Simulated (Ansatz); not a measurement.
**Relaxation path: Rb (hP4 type)**

DFT, PBE, PAW with Ansatz's default frozen-core files, scalar-relativistic (Ansatz 0.2.0); a Γ-centred 7×7×5 k mesh, Fermi–Dirac smearing of 0.08 eV, no spin polarisation. The run relaxes cell and atoms at a target pressure of 10 GPa.

Command: `ansatz run input.yaml --threads 1 --pin off --max-ram 3584MiB --backend cpu --events-out ev --progress --plain --runs-dir out` It took 30 s on 1 thread of Arm Neoverse V2 (shared host), peak memory 0.38 GiB.

PAW: frozen-core files, cutoff 420 eV; forces are relaxed below 0.005 eV/Å.

Each step lists its enthalpy F + pV a cell above the last geometry, the pressure, the cell vectors (Å), and Cartesian positions (Å) with forces (eV/Å).

The first step:

```
step 1  dH = 38.89 meV  P = 8.75 GPa
  cell 5.0030 0.0000 0.0000  -2.5015 4.3327 0.0000  0.0000 0.0000 7.1042
  Rb 0.0000 0.0000 0.0000   0.0000 0.0000 0.0000
  Rb 0.0000 0.0000 3.5521   0.0000 0.0000 0.0000
  Rb 0.0000 2.8885 1.7761   0.0000 0.0000 0.0000
  Rb 2.5015 1.4442 5.3282   0.0000 0.0000 0.0000
```

The symmetry of the start is kept and no stability test is made, so the end need not be the stable phase.

Question: Where does the relaxation end, and by which steps?

Answer: After 6 geometries, with conventional a, b, c = 4.835, 4.835, 7.228 Å, at 36.581 Å³/atom (-4.98 % against the start) in space group P6_3/mmc, with a shortest distance of 3.325 Å. The further steps:
```
step 2  dH = 5.30 meV  P = 9.65 GPa
  cell 4.9179 0.0000 0.0000  -2.4590 4.2590 0.0000  0.0000 0.0000 7.0639
  Rb 0.0000 0.0000 0.0000   0.0000 0.0000 0.0000
  Rb 0.0000 0.0000 3.5320   0.0000 0.0000 0.0000
  Rb 0.0000 2.8394 1.7660   0.0000 0.0000 0.0000
  Rb 2.4590 1.4197 5.2979   0.0000 0.0000 0.0000
step 3  dH = 1.57 meV  P = 10.05 GPa
  cell 4.8748 0.0000 0.0000  -2.4374 4.2217 0.0000  0.0000 0.0000 7.0726
  Rb 0.0000 0.0000 0.0000   0.0000 0.0000 0.0000
  Rb 0.0000 0.0000 3.5363   0.0000 0.0000 0.0000
  Rb 0.0000 2.8145 1.7682   0.0000 0.0000 0.0000
  Rb 2.4374 1.4072 5.3045   0.0000 0.0000 0.0000
step 4  dH = 1.06 meV  P = 10.04 GPa
  cell 4.8680 0.0000 0.0000  -2.4340 4.2158 0.0000  0.0000 0.0000 7.0996
  Rb 0.0000 0.0000 0.0000   0.0000 0.0000 0.0000
  Rb 0.0000 0.0000 3.5498   0.0000 0.0000 0.0000
  Rb 0.0000 2.8105 1.7749   0.0000 0.0000 0.0000
  Rb 2.4340 1.4053 5.3247   0.0000 0.0000 0.0000
step 5  dH = 0.04 meV  P = 10.01 GPa
  cell 4.8404 0.0000 0.0000  -2.4202 4.1919 0.0000  0.0000 0.0000 7.2066
  Rb 0.0000 0.0000 0.0000   0.0000 0.0000 0.0000
  Rb 0.0000 0.0000 3.6033   0.0000 0.0000 0.0000
  Rb 0.0000 2.7946 1.8017   0.0000 0.0000 0.0000
  Rb 2.4202 1.3973 5.4050   0.0000 0.0000 0.0000
step 6  dH = 0.00 meV  P = 10.00 GPa
  cell 4.8348 0.0000 0.0000  -2.4174 4.1870 0.0000  0.0000 0.0000 7.2282
  Rb 0.0000 0.0000 0.0000   0.0000 0.0000 0.0000
  Rb 0.0000 0.0000 3.6141   0.0000 0.0000 0.0000
  Rb 0.0000 2.7914 1.8071   0.0000 0.0000 0.0000
  Rb 2.4174 1.3957 5.4212   0.0000 0.0000 0.0000
step 7  dH = 0.07 meV  P = 10.00 GPa  (same geometry on a basis chosen anew; earlier energies don't compare to the last digit)
  cell 4.8348 0.0000 0.0000  -2.4174 4.1870 0.0000  0.0000 0.0000 7.2282
  Rb 0.0000 0.0000 0.0000   0.0000 0.0000 0.0000
  Rb 0.0000 0.0000 3.6141   0.0000 0.0000 0.0000
  Rb 0.0000 2.7914 1.8071   0.0000 0.0000 0.0000
  Rb 2.4174 1.3957 5.4212   0.0000 0.0000 0.0000
```
